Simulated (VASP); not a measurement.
# Al (Fm-3m) in VASP: notebook

One crystal, Al, is run at these levels: PBE; tasks: relaxation of cell and atoms.

Everything below comes from runs of VASP 6.6.1. Logs are shortened: lines on timing, memory, paths and dates and some standing lists are left out, and cuts for length are marked.

## 1. The structure

Symmetry: Fm-3m, No. 225, cubic system. Conventional cell: a = 4.050 Å, b = 4.050 Å, c = 4.050 Å, α = 90.00°, β = 90.00°, γ = 90.00°. Al (site symmetry m-3m) is surrounded by 12 Al at 2.86 Å.

## 2. Relaxation of cell and atoms, PBE

Input file INCAR:

```
SYSTEM = Al
PREC = Accurate
ENCUT = 350
EDIFF = 1E-7
ISMEAR = 0
SIGMA = 0.1
LREAL = .FALSE.
LASPH = .TRUE.
NELM = 80
ALGO = Normal
ISIF = 3
LWAVE = .FALSE.
LCHARG = .FALSE.
GGA = PE
IBRION = 2
NSW = 80
EDIFFG = -0.002
```

Input file KPOINTS:

```
regular mesh
0
G
  18 18 18
  0 0 0
```

Input file POSCAR:

```
Al
1.0
    0.0000000000      2.0248050000      2.0248050000
    2.0248050000      0.0000000000      2.0248050000
    2.0248050000      2.0248050000      0.0000000000
Al
1
Direct
    0.0000000000      0.0000000000      0.0000000000
```

Potentials or basis: VASP PAW PBE potentials, release 64 (Al).

Command:

```sh
$ cat potpaw_PBE.64/Al/POTCAR > POTCAR
$ mpirun -np 1 vasp_std > vasp.out
```

OUTCAR:

```text
SYSTEM = Al
   PREC = Accurate
   ENCUT = 350
   EDIFF = 1E-7
   ISMEAR = 0
   LREAL = .FALSE.
   LASPH = .TRUE.
   NELM = 80
   ISIF = 3
   GGA = PE
   IBRION = 2
   NSW = 80
   EDIFFG = -0.002

 ion  position               nearest neighbor table
   1  0.000  0.000  0.000-

  LATTYP: Found a face centered cubic cell.
 ALAT       =     4.0496100000

  Lattice vectors:

 A1 = (   0.0000000000,   2.0248050000,   2.0248050000)
 A2 = (   2.0248050000,   0.0000000000,   2.0248050000)
 A3 = (   2.0248050000,   2.0248050000,   0.0000000000)

Analysis of symmetry for initial positions (statically):
=====================================================================
 Subroutine PRICEL returns:
 Original cell was already a primitive cell.

 Routine SETGRP: Setting up the symmetry group for a
 face centered cubic supercell.

 Subroutine GETGRP returns: Found 48 space group operations
 (whereof 48 operations were pure point group operations)
 out of a pool of 48 trial point group operations.

The static configuration has the point symmetry O_h .

Analysis of symmetry for dynamics (positions and initial velocities):
=====================================================================
 Subroutine PRICEL returns:
 Original cell was already a primitive cell.

 Routine SETGRP: Setting up the symmetry group for a
 face centered cubic supercell.

 Subroutine GETGRP returns: Found 48 space group operations
 (whereof 48 operations were pure point group operations)
 out of a pool of 48 trial point group operations.

The dynamic configuration has the point symmetry O_h .

 Subroutine INISYM returns: Found 48 space group operations
 (whereof 48 operations are pure point group operations),
 and found     1 'primitive' translations

----------------------------------------------------------------------------------------

                                     Primitive cell

  volume of cell :      16.6027

  direct lattice vectors                    reciprocal lattice vectors
     0.000000000  2.024805000  2.024805000    -0.246937359  0.246937359  0.246937359
     2.024805000  0.000000000  2.024805000     0.246937359 -0.246937359  0.246937359
     2.024805000  2.024805000  0.000000000     0.246937359  0.246937359 -0.246937359

  length of vectors
     2.863506692  2.863506692  2.863506692     0.427708053  0.427708053  0.427708053

[... 90 lines left out ...]
   NUPDOWN=      -1.0000    fix difference up-down
   EMIN   =  10.00;   EMAX   =-10.00  energy-range for DOS
   EFERMI =   0.00;   METHOD = LEGACY
   ISMEAR =     0;   SIGMA  =   0.10  broadening in eV -4-tet -1-fermi 0-gaus
   EFERMI_NEDOS =   21; number of points for ismear=-14 and -15
   IALGO  =     38    algorithm
   IMIX   =      4    mixing-type and parameters
     AMIX     =   0.40;   BMIX     =  1.00
     AMIX_MAG =   1.60;   BMIX_MAG =  1.00
  volume/ion in A,a.u.               =      16.60       112.04
  Fermi-wavevector in a.u.,A,eV,Ry     =   0.925526  1.748991 11.654733  0.856599
  Thomas-Fermi vector in A             =   2.051390
   LORBIT       =      0    0 simple, 1 ext, 2 COOP (PROOUT), +10 PAW based schemes
   GGA     = PE    functional components
   LHFCALC =     F    Hartree Fock is set to
   AEXX    =    0.0000 exact exchange contribution
   IVDW    =     0    specifies the selected vdW correction
   LEPSILON=     F    determine dielectric tensor
   LRPA    =     F    only Hartree local field effects (RPA)
 conjugate gradient relaxation of ions
 non-spin polarized calculation
 Gauss-broadening in eV      SIGMA  =   0.10
  energy-cutoff  :      350.00
  volume of cell :       16.60
 maximum number of plane-waves:       262
 NGX is ok and might be reduce to    18
   NGX =  9   NGY =  9   NGZ =  9

--------------------------------------- Ionic step        1  -------------------------------------------

 number of electron       3.0000000 magnetization

 Free energy of the ion-electron system (eV)
  ---------------------------------------------------
  ext. energy  EPLUGINS =         0.00000000
  ---------------------------------------------------
  free energy    TOTEN  =        -3.74327029 eV

  energy without entropy =       -3.74039180  energy(sigma->0) =       -3.74183104

------------------------ aborting loop because EDIFF is reached ----------------------------------------

  FORCE on cell =-STRESS in cart. coord.  units (eV):
  Direction    XX          YY          ZZ          XY          YZ          ZX
  --------------------------------------------------------------------------------------
  -------------------------------------------------------------------------------------
  Total       -0.0557011     -0.0557011     -0.0557011      0.0000000      0.0000000     -0.0000000
  in kB       -5.3751988     -5.3751988     -5.3751988      0.0000000      0.0000000     -0.0000000
  external PRESSURE =      -5.3751988 kB  Pullay stress =       0.0000000 kB
[... 57 lines left out ...]
--------------------------------------- Ionic step        3  -------------------------------------------

 number of electron       3.0000000 magnetization

 Free energy of the ion-electron system (eV)
  ---------------------------------------------------
  ext. energy  EPLUGINS =         0.00000000
  ---------------------------------------------------
  free energy    TOTEN  =        -3.74347075 eV

  energy without entropy =       -3.74054018  energy(sigma->0) =       -3.74200547

 E-fermi :   8.0025     XC(G=0): -10.1997

 val. band max:        7.9955872032   @ k =  -0.2778   0.2778   0.0556
 cond. band min:       8.0027322008   @ k =  -0.2778   0.5000   0.2222
 fundamental gap:      0.0071449976
 Fermi energy:         8.0025350448

 k-point     1 :       0.0000    0.0000    0.0000
  band No.  band energies     occupation
      1      -3.1304      2.00000
      2      20.6423      0.00000
      3      20.6423      0.00000
      4      20.6423      0.00000
      5      22.1343      0.00000
[... 177 lines left out ...]
 k-point    24 :      -0.2222    0.0556    0.0000
  band No.  band energies     occupation
      1      -1.4881      2.00000
      2      11.8552      0.00000
      3      17.3046      0.00000
      4      20.1589      0.00000
      5      21.9069      0.00000

 [... further k-points ...]

------------------------ aborting loop because EDIFF is reached ----------------------------------------

  FORCE on cell =-STRESS in cart. coord.  units (eV):
  Direction    XX          YY          ZZ          XY          YZ          ZX
  --------------------------------------------------------------------------------------
  -------------------------------------------------------------------------------------
  Total        0.0001636      0.0001636      0.0001636      0.0000000      0.0000000     -0.0000000
  in kB        0.0159025      0.0159025      0.0159025      0.0000000      0.0000000     -0.0000000
  external PRESSURE =       0.0159025 kB  Pullay stress =       0.0000000 kB
[... 16 lines left out ...]
  FREE ENERGIE OF THE ION-ELECTRON SYSTEM (eV)
  ---------------------------------------------------
  free  energy   TOTEN  =        -3.7434707528 eV

  energy  without entropy=       -3.7405401813  energy(sigma->0) =       -3.74200547

 reached required accuracy - stopping structural energy minimisation
```

It took 6.5 s on 1 thread of Intel Xeon 6975P-C (Granite Rapids), shared host; peak memory 0.12 GiB.

What came out:

| Item | Value |
| --- | --- |
| Free energy | -3.7435 eV |
| Relaxed volume | 16.48 Å³/atom |
| Relaxed cell | a = 2.857 Å, b = 2.857 Å, c = 2.857 Å, α = 60.00°, β = 60.00°, γ = 60.00° |
| Space group after relaxing (to 0.05 Å) | Fm-3m (No. 225) |
| Energy gained by relaxing | 0.2 meV/atom |
| Ionic steps | 3 |
| Pressure after relaxing | 0.0 GPa |
| Band gap on the k mesh | none (metal or under the smearing width) |

Step by step:
```
step  energy change (eV)  largest force (eV/Å)  pressure (GPa)  volume (Å³)
   1              0.0000                0.0000           -0.54        16.60
   2             -0.0002                0.0000            0.07        16.47
   3             -0.0002                0.0000            0.00        16.48
```

Final structure:
```
CELL_PARAMETERS angstrom
0.00000 2.01999 2.01999
2.01999 0.00000 2.01999
2.01999 2.01999 0.00000
ATOMIC_POSITIONS crystal
Al 0.00000 0.00000 0.00000
```

Levels at points of the mesh, in eV from the Fermi level:
| k point | band 1 | band 2 | band 3 | band 4 | band 5 |
| --- | --- | --- | --- | --- | --- |
| (0.00, 0.00, 0.00) | -11.13 | 12.64 | 12.64 | 12.64 | 14.13 |
| (0.50, 0.00, 0.00) | -4.59 | -4.37 | 11.43 | 11.43 | 11.48 |
| (0.50, 0.50, 0.00) | -2.92 | -1.59 | 5.27 | 5.61 | 5.61 |

## 3. Relaxation of cell and atoms, PBE

This run uses another cell than the first one, of 16.48 Å³/atom, 0.993 times its volume.

INCAR is that of step 2.

KPOINTS is that of step 2.

Input file POSCAR:

```
Al                                      
1.0
    0.0000000000      2.0199944526      2.0199944526
    2.0199944526      0.0000000000      2.0199944526
    2.0199944526      2.0199944526      0.0000000000
  Al            
     1
Direct
     0.0000000000000000    0.0000000000000000    0.0000000000000000
```

Potentials or basis: VASP PAW PBE potentials, release 64 (Al).

Command:

```sh
$ cat potpaw_PBE.64/Al/POTCAR > POTCAR
$ mpirun -np 1 vasp_std > vasp.out
```

Run time: 3.4 s. Hardware: 1 thread of Intel Xeon 6975P-C (Granite Rapids), shared host; peak memory 0.11 GiB.

The run converged. Its results:

| Item | Value |
| --- | --- |
| Free energy | -3.7434 eV |
| Pressure after relaxing | 0.0 GPa |
| Band gap on the k mesh | none (metal or under the smearing width) |

Final structure:
```
CELL_PARAMETERS angstrom
0.00000 2.01999 2.01999
2.01999 0.00000 2.01999
2.01999 2.01999 0.00000
ATOMIC_POSITIONS crystal
Al 0.00000 0.00000 0.00000
```

Levels at points of the mesh, in eV from the Fermi level:
```csv
k point,band 1,band 2,band 3,band 4
"(0.00, 0.00, 0.00)",-11.13,12.64,12.64,12.64
"(0.50, 0.00, 0.00)",-4.59,-4.37,11.43,11.43
"(0.50, 0.50, 0.00)",-2.92,-1.59,5.27,5.61
```

Caveat: the relaxation stopped at its first step, so nothing moved.
